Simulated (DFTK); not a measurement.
# CoO (Fm-3m) in DFTK: settings compared

Aim: see how the results for CoO move with the level of theory and the settings. Levels: revTPSS, r2SCAN. Tasks: band structure.

Program: DFTK 0.8.2. These are calculated values, not measurements. Logs are shortened: lines on timing, memory, paths and dates and some standing lists are left out, and cuts for length are marked.

## 1. The structure

Symmetry: Fm-3m, No. 225, cubic system. The conventional cell has a = 4.263 Å, b = 4.263 Å, c = 4.263 Å, α = 90.00°, β = 90.00°, γ = 90.00°. Co (site symmetry m-3m) has 6 O at 2.13 Å as nearest neighbours. Around O (site symmetry m-3m) lie 6 Co at 2.13 Å.

## 2. Band structure, revTPSS, collinear spin, ferromagnetic start

run.jl

```julia
using DFTK
using PseudoPotentialData
using Unitful, UnitfulAtomic
using LinearAlgebra, Printf
include("save.jl")
disable_threading()

lines = readlines("CoO.cif")
tag(name) = parse(Float64, split(only(filter(startswith(name), lines)))[2])
a, b, c = tag.(["_cell_length_a", "_cell_length_b", "_cell_length_c"])
α, β, γ = deg2rad.(tag.(["_cell_angle_alpha", "_cell_angle_beta", "_cell_angle_gamma"]))
cx, cy  = cos(β), (cos(α) - cos(β) * cos(γ)) / sin(γ)
lattice = austrip(1u"Å") * [a b*cos(γ) c*cx; 0 b*sin(γ) c*cy; 0 0 c*sqrt(1 - cx^2 - cy^2)]
sites     = split.(lines[findlast(startswith("_atom_site_"), lines)+1:end])
symbols   = [Symbol(s[2]) for s in sites]
positions = [parse.(Float64, s[5:7]) for s in sites]
pseudopotentials = Dict(:Co => "Co.upf", :O => "O.upf")
elements = Dict(s => ElementPsp(s, pseudopotentials; rcut=10.0) for s in unique(symbols))
atoms    = [elements[s] for s in symbols]
magnetic_moments = [2.0, 0.0]

build_model(lattice, positions; symmetries=true) =
    model_DFT(lattice, atoms, positions;
              functionals=[:mgga_x_revtpss, :mgga_c_revtpss],
              magnetic_moments,
              spin_polarization=:collinear,
              temperature=austrip(0.05u"eV"),
              smearing=Smearing.FermiDirac(),
              symmetries)
Ecut  = 45.0  # hartree
kgrid = [7, 7, 7]
tol   = 1e-6
to_GPa = ustrip(uconvert(u"GPa", 1u"hartree/bohr^3"))

model = build_model(lattice, positions)
basis = PlaneWaveBasis(model; Ecut, kgrid)
display(basis)
scfres = self_consistent_field(basis;
                               tol,
                               ρ=guess_density(basis, magnetic_moments),
                               nbandsalg=AdaptiveBands(model; n_bands_converge=17),
                               solver=ScfAndersonSolver())
display(scfres.energies)
@printf "Fermi level: %.6f eV\n" ustrip(auconvert(u"eV", something(scfres.εF, NaN)))
forces = compute_forces_cart(scfres)
println("Forces (eV/Å)")
for (s, f) in zip(symbols, forces)
    @printf "%-3s %12.6f %12.6f %12.6f\n" s ustrip.(auconvert.(u"eV/Å", f))...
end
stress = compute_stresses_cart(scfres)
println("Stress (GPa)")
display(round.(stress * to_GPa; digits=4))
@printf "Total moment: %.4f μB\n" sum(spin_density(scfres.ρ)) * scfres.basis.dvol
println("Levels at the first k-point (eV): ", round.(ustrip.(auconvert.(u"eV", scfres.eigenvalues[1][1:scfres.n_bands_converge])); digits=4))
save_scf!(scfres; forces, stress)

points = Dict("G" => [0.0, 0.0, 0.0], "K" => [0.375, 0.375, 0.75], "L" => [0.5, 0.5, 0.5], "U" => [0.625, 0.25, 0.625], "W" => [0.5, 0.25, 0.75], "X" => [0.5, 0.0, 0.5])
segments = [("G", "X", 7), ("X", "W", 4), ("W", "K", 3), ("K", "G", 7), ("G", "L", 6), ("L", "U", 4), ("U", "W", 3), ("W", "L", 5), ("L", "K", 4), ("U", "X", 3)]
kcoords = vcat([[points[a] + t * (points[b] - points[a]) for t in range(0, 1, n)] for (a, b, n) in segments]...)
bands = compute_bands(scfres, ExplicitKpoints(kcoords); n_bands=19, tol=1e-5)
for (k, ε) in zip(bands.basis.kpoints, bands.eigenvalues)
    @printf "%d %8.4f %8.4f %8.4f " k.spin k.coordinate...
    println(join([@sprintf("%9.4f", e) for e in ustrip.(auconvert.(u"eV", ε .- scfres.εF))]))
end
results["band_energies"] = rows(bands.eigenvalues); results["band_kpoints"] = rows(kcoords)
```

CoO.cif

```cif
data_CoO
_cell_length_a 3.01439621
_cell_length_b 3.01439621
_cell_length_c 3.01439621
_cell_angle_alpha 60.00000000
_cell_angle_beta 60.00000000
_cell_angle_gamma 60.00000000
_space_group_name_H-M_alt 'P1'
_space_group_name_Hall 'P 1'
_space_group_IT_number 1
loop_
_space_group_symop_operation_xyz
'x,y,z'
loop_
_atom_site_label
_atom_site_type_symbol
_atom_site_symmetry_multiplicity
_atom_site_Wyckoff_symbol
_atom_site_fract_x
_atom_site_fract_y
_atom_site_fract_z
_atom_site_occupancy
Co1 Co 1 a 0.0000000000 0.0000000000 0.0000000000 1
O1 O 1 a 0.5000000000 0.5000000000 0.5000000000 1
```

Potentials or basis: SG15 1.2 (PBE).

Launch:

```bash
julia --threads=1 run.jl  # save.jl only writes the numbers to a file and isn't shown; printed stress counts tension as positive; times include loading and compiling
```

What it wrote:

```text
PlaneWaveBasis discretization:

    Ecut                 : 45.0 Ha
    fft_size             : (40, 40, 40), 64000 total points
    kgrid                : MonkhorstPack([7, 7, 7])
    num.   red. kpoints  : 343
    num. irred. kpoints  : 20

    Discretized Model(mgga_x_revtpss+mgga_c_revtpss, 3D):
        lattice (in Bohr)    : [5.69638   , 2.84819   , 2.84819   ]
                               [0         , 4.93321   , 1.6444    ]
                               [0         , 0         , 4.65108   ]
        unit cell volume     : 130.7 Bohr³

        atoms                : CoO
        atom potentials      : ElementPsp(:Co, "Co.upf")
                               ElementPsp(:O, "O.upf")

        num. electrons       : 23
        spin polarization    : collinear
        temperature          : 0.0018375 Ha
        smearing             : DFTK.Smearing.FermiDirac()

        terms                : Kinetic()
                               AtomicLocal()
                               AtomicNonlocal()
                               Ewald(nothing)
                               PspCorrection()
                               Hartree()
                               Xc(mgga_x_revtpss, mgga_c_revtpss)
                               Entropy()
┌ Warning: Eigensolver not converged
│   n_iter =
│    40-element Vector{Int64}:
│     100
│      88
│      50
│      77
│       ⋮
│      84
│      69
│      79
└ @ DFTK self_consistent_field.jl:103
n     Energy            log10(ΔE)   log10(Δρ)   log10(Δτ)   Magnet   |Magn|   Diag   Δtime
---   ---------------   ---------   ---------   ---------   ------   ------   ----   ------
  1   -110.3526369515                    0.44        0.10   -0.237    0.564   79.1     160s
  2   -143.4881317431        1.52        0.49        1.33   -0.398    1.034    5.0    23.6s
  3   -142.1273981951   +    0.13        0.45        1.35   -0.724    0.740    5.0    20.4s
  4   -149.8155935846        0.89        0.08        0.96    0.535    0.714    6.5    21.9s
  5   -150.4529441735       -0.20       -0.05        0.73   -0.160    0.792    3.9    17.0s
  6   -150.2937278945   +   -0.80       -0.13        0.97    0.852    1.169    5.2    21.5s
  7   -150.8939329607       -0.22       -0.31        0.49    1.326    1.502    3.7    15.7s
  8   -150.8705764655   +   -1.63       -0.30        0.52    1.103    1.310    1.5    11.5s
  9   -150.9447468636       -1.13       -0.30        0.46    1.908    2.054    2.0    15.4s
 10   -150.9929335168       -1.32       -0.42        0.18    0.427    0.574    3.1    13.1s
 11   -151.0653053409       -1.14       -0.48       -0.11    0.773    0.797    3.0    16.3s
 12   -151.0703870061       -2.29       -0.47       -0.33    0.260    0.279    2.1    14.8s
 13   -151.0817367073       -1.95       -0.47       -0.48   -0.377    0.384    1.4    12.9s
 14   -151.1269808684       -1.34       -0.50       -0.71    0.048    0.069    2.0    11.4s
 15   -151.2177546015       -1.04       -0.68       -0.26    0.343    0.344    2.8    14.6s
 16   -151.2221835034       -2.35       -0.68       -0.28    0.354    0.354    1.0    9.38s
 17   -151.2434999147       -1.67       -0.86       -0.48    0.141    0.152    2.0    12.2s
 18   -151.2463613351       -2.54       -0.94       -0.77   -0.114    0.121    1.6    18.2s
 19   -151.2534903965       -2.15       -1.07       -0.79   -0.381    0.385    2.0    13.1s
 20   -151.2567602773       -2.49       -1.25       -0.52   -0.356    0.358    2.0    12.1s
 21   -151.2558048701   +   -3.02       -1.40       -0.80   -0.206    0.206    1.0    9.87s
 22   -151.2555852538   +   -3.66       -1.73       -1.47    0.041    0.042    1.1    12.9s
 23   -151.2560318834       -3.35       -1.77       -1.03    0.123    0.123    1.6    11.4s
 24   -151.2558465883   +   -3.73       -2.34       -1.93   -0.009    0.010    1.0    10.8s
 25   -151.2558517096       -5.29       -2.64       -2.18    0.011    0.011    1.5    11.7s
 26   -151.2558522823       -6.24       -2.93       -2.90    0.001    0.001    1.4    10.2s
 27   -151.2558529252       -6.19       -3.11       -2.65    0.004    0.004    1.4    10.5s
 28   -151.2558528553   +   -7.16       -3.38       -3.37    0.000    0.000    1.2    11.1s
 29   -151.2558528708       -7.81       -3.75       -3.30   -0.001    0.001    1.1    12.0s
 30   -151.2558528644   +   -8.19       -4.13       -3.94    0.000    0.000    1.2    13.2s
 31   -151.2558528663       -8.72       -4.69       -4.09   -0.000    0.000    1.4    10.3s
 32   -151.2558528663      -10.45       -5.12       -4.94   -0.000    0.000    2.0    11.4s
 33   -151.2558528664      -10.13       -5.52       -5.08   -0.000    0.000    1.7    14.1s
 34   -151.2558528664      -11.58       -5.97       -5.38   -0.000    0.000    1.7    12.2s
 35   -151.2558528664   +  -12.70       -6.45       -6.09    0.000    0.000    1.9    11.2s
Energy breakdown (in Ha):
    Kinetic             69.2924160
    AtomicLocal         -97.3439638
    AtomicNonlocal      -46.8363379
    Ewald               -106.2814308
    PspCorrection       7.1603427
    Hartree             39.8306158
    Xc                  -17.0766051
    Entropy             -0.0008900

    total               -151.255852866400
Fermi level: 5.862811 eV
Forces (eV/Å)
Co     -0.000000    -0.000000    -0.000000
O      -0.000000     0.000000    -0.000000
Stress (GPa)
3×3 StaticArraysCore.SMatrix{3, 3, Float64, 9} with indices SOneTo(3)×SOneTo(3):
 26.286  -0.0    -0.0
 -0.0    26.286   0.0
  0.0     0.0    26.286
Total moment: 0.0000 μB
Levels at the first k-point (eV): [-89.3802, -52.4817, -52.4817, -52.4817, -14.9501, 2.5403, 2.5403, 2.5403, 4.3874, 4.3874, 4.3874, 4.9551, 4.9551, 7.1366, 22.4332, 24.5044, 24.5044]
1   0.0000   0.0000   0.0000  -95.2430 -58.3445 -58.3445 -58.3445 -20.8129  -3.3225  -3.3225  -3.3225  -1.4754  -1.4754  -1.4754  -0.9077  -0.9077   1.2738  16.5704  18.6416  18.6416  18.6416  22.6497
1   0.0833   0.0000   0.0833  -95.2427 -58.3471 -58.3455 -58.3455 -20.7229  -4.1558  -3.5193  -3.5193  -1.5509  -1.2464  -1.2464  -0.8801  -0.4863   1.9495  15.4550  17.9713  17.9713  20.0638  20.2864
1   0.1667   0.0000   0.1667  -95.2418 -58.3542 -58.3484 -58.3484 -20.4813  -5.4214  -3.8832  -3.8832  -1.7545  -0.8174  -0.8174  -0.8043  -0.1019   3.5449  14.1390  16.5256  16.9858  16.9858  23.1654
1   0.2500   0.0000   0.2500  -95.2405 -58.3637 -58.3522 -58.3522 -20.1660  -6.3641  -4.1899  -4.1899  -2.0262  -0.6998  -0.4785  -0.4785   0.1163   5.1946  13.1757  13.4200  16.3824  16.3824  26.6579
1   0.3333   0.0000   0.3333  -95.2393 -58.3730 -58.3561 -58.3561 -19.8753  -6.8352  -4.3794  -4.3794  -2.2907  -0.5942  -0.3235  -0.3235   0.1653   6.3496  11.1976  12.5448  16.2222  16.2222  28.0156
1   0.4167   0.0000   0.4167  -95.2383 -58.3797 -58.3590 -58.3590 -19.6838  -6.9279  -4.4664  -4.4664  -2.4797  -0.5162  -0.3032  -0.3032   0.0363   6.7590  10.1471  12.1930  16.3132  16.3132  28.1625
[... 84 lines left out ...]
2   0.5625   0.1250   0.5625  -95.2380 -58.3805 -58.3626 -58.3591 -19.5938  -6.8091  -5.1200  -4.6617  -2.1234  -0.3497  -0.3102  -0.1627   0.0057   7.1979   9.9275  11.4746  16.2059  16.8761  27.8799
2   0.5000   0.0000   0.5000  -95.2380 -58.3821 -58.3600 -58.3600 -19.6191  -6.9040  -4.4888  -4.4888  -2.5480  -0.4875  -0.3135  -0.3135  -0.0670   6.7723   9.9294  12.0804  16.3866  16.3866  27.9227
```

It took 15 min on 1 thread of Intel Xeon Platinum 8488C (Sapphire Rapids), shared host; peak memory 1.8 GiB.

What came out:

* Free energy: -4115.8814 eV
* Pressure: -26.3 GPa
* Band gap on the k mesh: none (metal or under the smearing width)
* Net moment: 0.00 μB per cell
* Absolute moment: 0.00 μB per cell

Levels at the corners of the path, in eV from the Fermi level:
Spin up:
```
point  band 10  band 11  band 12  band 13  band 14  band 15
    Γ    -1.48    -1.48    -0.91    -0.91     1.27    16.57
    X    -0.49    -0.31    -0.31    -0.07     6.77     9.93
    W    -0.83    -0.31    -0.17     0.62     8.91    10.24
    K    -0.46    -0.31     0.10     0.57     8.26     9.97
    Γ    -1.48    -1.48    -0.91    -0.91     1.27    16.57
    L    -0.59    -0.30     1.64     1.64     5.25     9.79
    U    -0.46    -0.31     0.10     0.57     8.26     9.97
    W    -0.83    -0.31    -0.17     0.62     8.91    10.24
    L    -0.59    -0.30     1.64     1.64     5.25     9.79
    K    -0.46    -0.31     0.10     0.57     8.26     9.97
    U    -0.46    -0.31     0.10     0.57     8.26     9.97
    X    -0.49    -0.31    -0.31    -0.07     6.77     9.93
```
Spin down:
| point | band 8 | band 9 | band 10 | band 11 | band 12 | band 13 | band 14 | band 15 | band 16 | band 17 |
| --- | --- | --- | --- | --- | --- | --- | --- | --- | --- | --- |
| Γ | -3.32 | -1.48 | -1.48 | -1.48 | -0.91 | -0.91 | 1.27 | 16.57 | 18.64 | 18.64 |
| X | -4.49 | -2.55 | -0.49 | -0.31 | -0.31 | -0.07 | 6.77 | 9.93 | 12.08 | 16.39 |
| W | -5.66 | -0.83 | -0.83 | -0.31 | -0.17 | 0.62 | 8.91 | 10.24 | 10.24 | 13.43 |
| K | -4.99 | -1.44 | -0.46 | -0.31 | 0.10 | 0.57 | 8.26 | 9.97 | 10.05 | 15.78 |
| Γ | -3.32 | -1.48 | -1.48 | -1.48 | -0.91 | -0.91 | 1.27 | 16.57 | 18.64 | 18.64 |
| L | -5.35 | -0.59 | -0.59 | -0.30 | 1.64 | 1.64 | 5.25 | 9.79 | 14.18 | 14.18 |
| U | -4.99 | -1.44 | -0.46 | -0.31 | 0.10 | 0.57 | 8.26 | 9.97 | 10.05 | 15.78 |
| W | -5.66 | -0.83 | -0.83 | -0.31 | -0.17 | 0.62 | 8.91 | 10.24 | 10.24 | 13.43 |
| L | -5.35 | -0.59 | -0.59 | -0.30 | 1.64 | 1.64 | 5.25 | 9.79 | 14.18 | 14.18 |
| K | -4.99 | -1.44 | -0.46 | -0.31 | 0.10 | 0.57 | 8.26 | 9.97 | 10.05 | 15.78 |
| U | -4.99 | -1.44 | -0.46 | -0.31 | 0.10 | 0.57 | 8.26 | 9.97 | 10.05 | 15.78 |
| X | -4.49 | -2.55 | -0.49 | -0.31 | -0.31 | -0.07 | 6.77 | 9.93 | 12.08 | 16.39 |

Caveat: the k mesh is coarse (spacing up to 0.36 Å⁻¹), so the values aren't converged; the starting moments collapsed, and a magnetic state may lie lower; so large a pressure means that the cell lies far from this level's equilibrium, or that cutoff or potentials fall short; the potentials were made for another functional, which shifts forces and pressure; semilocal functionals often make such compounds metallic where correlation or magnetic order opens a gap, which also shifts bond lengths.

## 3. Band structure, r2SCAN, collinear spin, ferromagnetic start

Changes to run.jl since step 2:

```diff
@@ -23,3 +23,3 @@
     model_DFT(lattice, atoms, positions;
-              functionals=[:mgga_x_revtpss, :mgga_c_revtpss],
+              functionals=r2SCAN(),
               magnetic_moments,
```

CoO.cif is that of step 2.

Potentials or basis: SG15 1.2 (PBE).

Launch:

```bash
julia --threads=1 run.jl  # save.jl only writes the numbers to a file and isn't shown; printed stress counts tension as positive; times include loading and compiling
```

Run time: 4.2 min. Hardware: 1 thread of Intel Xeon 6975P-C (Granite Rapids), shared host; peak memory 1.8 GiB.

Results (log left out):

```
Free energy            : -4121.7873 eV
Pressure               : -7.3 GPa
Band gap on the k mesh : none (metal or under the smearing width)
Net moment             : 3.00 μB per cell
Absolute moment        : 3.05 μB per cell
Site moments           : Co +2.70; O +0.30 μB
```

Levels at the corners of the path, in eV from the Fermi level:
Spin up:
```tsv
point	band 11	band 12	band 13	band 14	band 15	band 16
Γ	-3.32	-3.32	-3.32	1.27	17.58	18.69
X	-3.63	-3.04	-3.04	6.37	10.56	12.00
W	-3.08	-3.04	-2.16	8.66	10.62	10.62
K	-2.96	-2.82	-2.06	7.98	10.22	10.49
Γ	-3.32	-3.32	-3.32	1.27	17.58	18.69
L	-2.62	-0.55	-0.55	5.55	9.97	14.21
U	-2.96	-2.82	-2.06	7.98	10.22	10.49
W	-3.08	-3.04	-2.16	8.66	10.62	10.62
L	-2.62	-0.55	-0.55	5.55	9.97	14.21
K	-2.96	-2.82	-2.06	7.98	10.22	10.49
U	-2.96	-2.82	-2.06	7.98	10.22	10.49
X	-3.63	-3.04	-3.04	6.37	10.56	12.00
```
Spin down:
```csv
point,band 8,band 9,band 10,band 11,band 12,band 13
Γ,-2.61,-1.11,-1.11,-1.11,1.11,1.11
X,-3.92,-2.20,0.10,0.10,1.61,2.04
W,-5.03,-0.37,-0.37,0.10,1.95,2.63
K,-4.29,-0.98,-0.05,0.14,2.17,2.62
Γ,-2.61,-1.11,-1.11,-1.11,1.11,1.11
L,-4.56,-0.10,-0.10,0.19,3.68,3.68
U,-4.29,-0.98,-0.05,0.14,2.17,2.62
W,-5.03,-0.37,-0.37,0.10,1.95,2.63
L,-4.56,-0.10,-0.10,0.19,3.68,3.68
K,-4.29,-0.98,-0.05,0.14,2.17,2.62
U,-4.29,-0.98,-0.05,0.14,2.17,2.62
X,-3.92,-2.20,0.10,0.10,1.61,2.04
```

Caveat: the k mesh is coarse (spacing up to 0.36 Å⁻¹), so the values aren't converged; the potentials were made for another functional, which shifts forces and pressure; a cell with one magnetic atom can't hold antiferromagnetic order, which such compounds often take; semilocal functionals often make such compounds metallic where correlation or magnetic order opens a gap, which also shifts bond lengths. With open d or f shells a metallic result of r2SCAN can be an artefact of self-interaction; +U or a hybrid may open a gap.
